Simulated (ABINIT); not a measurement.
Set up this calculation in ABINIT 10.8.3 (patched build), as the native input.

- Task: band structure
- Functional: revPBE
- Potentials or basis: PseudoDojo NC SR PBE v0.4.1 standard
- Cutoff: 1034 eV
- k mesh: 10 × 10 × 10
- Occupations: fermi-dirac, width 0.05 eV
- Spin: no spin polarisation

BP:

```
CELL_PARAMETERS angstrom
0.00000 2.26900 2.26900
2.26900 0.00000 2.26900
2.26900 2.26900 0.00000
ATOMIC_POSITIONS crystal
P 0.75000 0.75000 0.75000
B 0.00000 0.00000 0.00000
```

One way to write it, as run:

run.abi

```
# Datasets: ground state, then fixed potential
ndtset 2

# Pseudopotentials
pp_dirpath "./"
pseudos "P.upf, B.upf"

# Structure
acell 3*1.0 Angstrom
rprim
     0.0000000000     2.2690000000     2.2690000000
     2.2690000000     0.0000000000     2.2690000000
     2.2690000000     2.2690000000     0.0000000000
ntypat 2
znucl 15 5
natom 2
typat 1 2
xcart
     3.4035000000     3.4035000000     3.4035000000
     0.0000000000     0.0000000000     0.0000000000 Angstrom

# Plane-wave basis
ecut 38.0

# Exchange and correlation
ixc 14

# Bands and occupations
occopt 3
tsmear 0.05 eV

# SCF cycle
nstep 100

# Output
iomode 3
prtwf 0
prteig 0
prtebands 0
prtden1 1

# Dataset 1
kptopt1 1
ngkpt1 10 10 10
nshiftk1 1
shiftk1 0.0 0.0 0.0
nband1 8
tolvrs1 1.0e-10

# Dataset 2: bands along G-X-W-K-G-L-U-W-L-K
iscf2 -2
getden2 1
nband2 12
nbdbuf2 2
tolwfr2 1.0e-12
kptopt2 -9
ndivsm2 8
prteig2 1
kptbounds2
     0.0000000000     0.0000000000     0.0000000000
     0.5000000000     0.0000000000     0.5000000000
     0.5000000000     0.2500000000     0.7500000000
     0.3750000000     0.3750000000     0.7500000000
     0.0000000000     0.0000000000     0.0000000000
     0.5000000000     0.5000000000     0.5000000000
     0.6250000000     0.2500000000     0.6250000000
     0.5000000000     0.2500000000     0.7500000000
     0.5000000000     0.5000000000     0.5000000000
     0.3750000000     0.3750000000     0.7500000000
```

Potentials or basis: PseudoDojo NC SR PBE v0.4.1 standard.

The run is started by

```sh
$ abinit run.abi > log 2>&1
```

It gave:

```yaml
Pressure: 1.7 GPa
Band_gap_on_the_k_mesh: 1.30 eV, indirect (least direct gap 3.41 eV)
Band_gap_along_the_path: 1.29 eV, indirect (least direct gap 3.41 eV)
Valence_electrons_inside_the_program's_atomic_spheres: P 2.93; B 2.72
```

Caveat: the potentials were made for another functional, which shifts forces and pressure.

Run time: 59 s on 1 thread of Arm Neoverse V2 (shared host), peak memory 0.11 GiB.
